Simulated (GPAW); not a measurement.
Fe3Ge:

```
Ge Fe
1.0
     0.00000    2.87559    2.87559
     2.87559    0.00000    2.87559
     2.87559    2.87559    0.00000
Ge Fe
1 3
Direct
  0.00000 0.00000 0.00000
  0.75000 0.75000 0.75000
  0.25000 0.25000 0.25000
  0.50000 0.50000 0.50000
```

The cell comes from a database or a generator and needn't be the stable form of this composition.

| Item | Value |
| --- | --- |
| Program | GPAW 26.7.0 |
| Task | relaxation of cell and atoms |
| Functional | PBEsol |
| Dispersion | D4 |
| Potentials or basis | PAW data sets generated in the run's folder for this functional |
| Cutoff | 600 eV |
| Basis | pw |
| k mesh | 7 × 7 × 7 |
| Occupations | fermi-dirac, width 0.05 eV |
| Spin | collinear spin, ferromagnetic start |
| Starting moments | [0.0, 3.0, 3.0, 3.0] μB |

At the start: pressure -11.9 GPa; volume 11.89 Å³/atom.

**Question.** How do energy, volume and symmetry change on relaxing?

**Answer.** Over 5 steps the energy falls by 33.4 meV/atom and the volume is 11.14 Å³/atom (-6.3 %); space group Fm-3m (No. 225, to 0.05 Å); moment 5.09 μB per cell.

Step by step:
```tsv
step	energy change (eV)	largest force (eV/Å)	pressure (GPa)	volume (Å³)
1	0.0000	0.0000	-11.87	47.56
2	-0.0347	0.0000	-11.11	47.11
3	0.0182	0.0000	17.66	41.77
4	-0.1327	0.0000	-1.38	44.82
5	-0.1337	0.0000	-0.10	44.57
```

Final structure:
```cif
data_structure
_symmetry_space_group_name_H-M 'P 1'
_symmetry_Int_Tables_number 1
_cell_length_a 3.9798
_cell_length_b 3.9798
_cell_length_c 3.9798
_cell_angle_alpha 60.000
_cell_angle_beta 60.000
_cell_angle_gamma 60.000
_cell_volume 44.57
loop_
_atom_site_label
_atom_site_type_symbol
_atom_site_fract_x
_atom_site_fract_y
_atom_site_fract_z
_atom_site_occupancy
Ge1 Ge 0.00000 0.00000 0.00000 1
Fe1 Fe 0.75000 0.75000 0.75000 1
Fe2 Fe 0.25000 0.25000 0.25000 1
Fe3 Fe 0.50000 0.50000 0.50000 1
```

Caveat: each step starts from the last one's moments, so a moment once lost doesn't come back; later steps reuse the first step's grids; pairwise dispersion overbinds metals, which lowers pressure and volume.
